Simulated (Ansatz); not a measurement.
The system is Ge.

```
Ge
1.0
     1.39715   -2.60052    0.00000
     1.39715    2.60052    0.00000
     0.00000    0.00000    2.69823
Ge
1
Direct
  0.50000 0.50000 0.00000
```

This isn't the form of Ge at room conditions, which is diamond.

Below is the output of Ansatz 0.2.0 for this cell. Logs are shortened: lines on timing, memory, paths and dates and some standing lists are left out, and cuts for length are marked.

```text
Warning: RAYON_NUM_THREADS=2 ignored (pool sized by the plan → 2); use --threads N
Engine: ansatz 0.2.0, aarch64-unknown-linux-gnu
Pseudopotentials: kind: paw
Pseudopotential: Ge, paw, valence charge 14, recommended cutoff 420 eV (normal), Ge.paw.azcp
Functional definition: PBEsol
  exchange = pbesol_x
  correlation = pbesol_c
Crystal: 1 atoms, lattice volume = 19.607 Å³
Basis set: ecut = 420 eV, 397 PW (Γ), exchange–correlation on 40×40×40 points (8 copies of the dense FFT grid, shifted against one another)
Bands: 11, of which v1, the nominal top of the filled ones, is band 7 counted from 1 (6 counted from 0)
Symmetry: 8 space group operations
Space group: Cmmm (ITA 65), of the structure as read, at distance tolerance 2.7e-5 Å
k-points: 216 of 1210
Non-local potential: Ge, projectors of the file, l = 0: 2, l = 1: 2, l = 2: 3, l = 3: 1
PAW form: soft (Blöchl's): semilocal exchange-correlation on the pseudo side does not see the compensation charge
PAW frozen core: Ge, regenerated for the run's functional, and the local potential with it (the file was generated under x = pbe(κ = 0.804, μ = 0.2195149727645171), c = pbe(β = 0.06672455060314922))
PAW one-centre angular grid: Ge, 590 points (default); XC on 64 Gauss nodes
Initial density: superposition of atomic densities (neutral atoms: chi_scale 0, normalization atom), corrected by the library's trained network
Initial wavefunctions: pseudopotential atomic-orbital guess
Functional: x = pbesol(κ = 0.804, μ = 0.12345679012345678), c = pbesol(β = 0.046)
SCF iter   1: F=—  HF=-4253.294163 eV  |F-HF|=—  |Δ(HF+E_count)|=         —  Δρ=2.10e-3  dr2=5.71e-4  ethr=1.77e-3  ⟨swp⟩=5.7  Hψ=13884  notcnv=0
preconditioner: auto → none  [metal: Δε(μ)=0.011 eV  Ē_g=26.884 eV  σ=0.050 eV  W_gap=0.13  n_scr=8 (ndim 8)  ℏωp=31.4 eV  f_vac=0.000  D(μ)=0.53/eV (n_scr^D=0)  sad-step TF]
SCF iter   2: F=—  HF=-4253.293699 eV  |F-HF|=—  |Δ(HF+E_count)|=   4.64e-4  Δρ=1.12e-3  dr2=2.29e-4  ethr=4.08e-6  ⟨swp⟩=2.0  Hψ=5360  notcnv=0
SCF iter   3: F=—  HF=-4253.293665 eV  |F-HF|=—  |Δ(HF+E_count)|=   3.42e-5  Δρ=3.06e-4  dr2=1.41e-5  ethr=1.64e-6  ⟨swp⟩=1.2  Hψ=2411  notcnv=0
SCF iter   4: F=—  HF=-4253.293654 eV  |F-HF|=—  |Δ(HF+E_count)|=   1.08e-5  Δρ=4.11e-5  dr2=1.74e-7  ethr=1.01e-7  ⟨swp⟩=1.3  Hψ=2487  notcnv=0
iter 5 did not close the SCF: its close was put off for the readings that it lacked (scf_convergence_deferred on its scf_iter line)
SCF iter   5: F=-4253.293654 eV  HF=-4253.293654 eV  |F-HF|=1.33e-9  |Δ(HF+E_count)|=   7.17e-8  Δρ=3.91e-6  dr2=1.90e-9  ethr=1.24e-9  ⟨swp⟩=2.6  Hψ=3664  notcnv=0
SCF iter   6: F=-4253.293654 eV  HF=-4253.293654 eV  |F-HF|=3.25e-10  |Δ(HF+E_count)|=   1.71e-9  Δρ=9.01e-7  dr2=1.56e-10  ethr=1.35e-11  ⟨swp⟩=1.4  Hψ=7489  notcnv=0
SCF 1 converged in 6 iterations: F = -4253.293654 eV  dr2 = 1.56e-10
  greatest PAW one-centre occupation: 0.998 electrons in one spin orbital (limit 2), on the Ge atom at site 0 (counted from 0), in its partial waves of l = 2
SCF converged after 6 iterations
Free energy (F): -4253.293654 eV
Harris-Foulkes:  -4253.293654 eV  (|F-HF|=3.25e-10)
Internal energy: -4253.293001 eV  (E = F + TS)
E sigma→0 (E₀):  -4253.293328 eV
Entropy (-TS):   -0.000653 eV (-0.653 meV/atom)
Fermi energy:    10.199091 eV
--- Per-component energies (eV) ---
  E_band       = -123.592562
  E_kinetic    = 110.252373
  E_local      = -2190.314557  (includes V_loc(G=0)·N_el)
  E_nonlocal   = 417.511895
  E_hartree    = 955.904085
  E_xc         = -74.839680
  E_vxc        = -64.474851  (∫ρ·V_xc dr)
  E_paw        = -1976.467977  (= ΣΔE_a)
  E_vpaw       = -308.376617  (= ΣTr[D̂ρ^β])
  E_aug_tail   = 0.000309  (compensation charges beyond the density's cutoff)
  E_ewald      = -1496.257385
  E_core_change = 0.917936  (= ΣΔE_core)
  E_smearing   = -0.000653  (= −TS)
  E_closure    = 0.000000  (closes the sum)
  Σ components = -4253.293654   (vs F -4253.293654, Δ=0.00e0)
--- Forces (eV/Å), atoms counted from 1 ---
  atom   1  Ge     0.00000000     0.00000000     0.00000000
  max |Σ_I F_I| component: 0.00e0 eV/Å
--- Stress (GPa, compression-positive) ---
       -2.590102       0.000000       0.000000
        0.000000      -6.075921       0.000000
        0.000000       0.000000      -3.658497
  P = ⅓ Tr σ = -4.1082 GPa (-41.082 kbar)
--- Band table (eV; the first three rows and the last of 216) ---
  k-point 0: bands = ["-14.4819", "-14.4268", "-14.3762", "-14.2712", "-14.2514", "-2.6434", "16.8756", "17.3505", "18.8573", "20.3460", "22.6395"]
  k-point 1: bands = ["-14.4632", "-14.4255", "-14.3753", "-14.2778", "-14.2577", "-2.4459", "14.4829", "17.5388", "19.0463", "22.2224", "23.3507"]
  k-point 2: bands = ["-14.4263", "-14.4101", "-14.3731", "-14.2948", "-14.2740", "-1.8570", "11.2054", "18.0814", "19.5902", "23.0513", "24.9292"]
  k-point 215: bands = ["-14.4376", "-14.4022", "-14.3280", "-14.2865", "-14.2015", "5.2658", "7.8440", "8.2649", "13.6694", "18.3571", "23.6162"]
```

What input gives this log?

Single point with PBEsol, no spin polarisation. The files as run (others can give the same):

input.yaml
```yaml
crystal:
  lattice:
    - [1.397149, -2.600516, 0.0]
    - [1.397149, 2.600516, 0.0]
    - [0.0, 0.0, 2.698231]
  atoms:
    - { symbol: Ge, position: [0.5, 0.5, 0.0] }
hamiltonian:
  xc: pbesol
  pseudopotentials: { kind: paw }
kpoints:
  mp_grid: { grid: [11, 11, 10] }
scf:
  occupations: { method: gaussian, width: 0.05 }
output:
  forces: true
  stress: true
  eigenvalues: true
```

Potentials or basis: Ansatz PAW.
Run with:
```sh
$ ansatz run input.yaml --threads 2 --pin off --max-ram 5632MiB --backend cpu --events-out ev --progress --plain --runs-dir out
```

Caveat: the PAW data sets come from PBE, with cores solved anew for the run's functional, which leaves a small shift of forces and pressure.
